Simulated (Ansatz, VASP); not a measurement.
**W3C2 in VASP and in Ansatz**

```
W C
1.0
     3.02463    0.00000    0.00000
    -1.51231    2.61940    0.00000
     0.00000    0.00000    7.40167
W C
3 2
Cartesian
  0.0000 0.0000 0.0000
  0.0000 1.7463 4.8599
  1.5123 0.8731 2.5418
  0.0000 1.7463 1.3137
  1.5123 0.8731 6.0880
```

Alike in both runs: functional PBE; k mesh 6 × 6 × 4; occupations gaussian, width 0.1 eV; no spin polarisation.

Ansatz relaxed the structure, and its values are those at the end. VASP's run is a single point on that final structure, the one shown.

|  | VASP | Ansatz |
| --- | --- | --- |
| version | VASP 6.6.1 | Ansatz 0.2.0 |
| potentials or method | VASP PAW PBE potentials, release 64 (W_sv, C) | scalar-relativistic, plane waves, PAW |
| plane-wave cutoff (eV) | 520 | 420 |
| valence electrons in the cell | 50 | 50 |

```csv
,VASP,Ansatz,Ansatz less VASP
gap on the k mesh at the Fermi level (eV),none,none,-
pressure (GPa),0.9,0.0,-0.86
rms of the force components (eV/Å),0.016,0.000,-0.0153
```

A gap of «none» marks a metal or a gap that the smearing closes. The functional is the same, so the differences come from potentials, cutoffs and numerics.

Caveats: the k mesh is coarse (spacing up to 0.40 Å⁻¹), so the values aren't converged. The runs have no spin-orbit coupling, so splittings on W are missing.
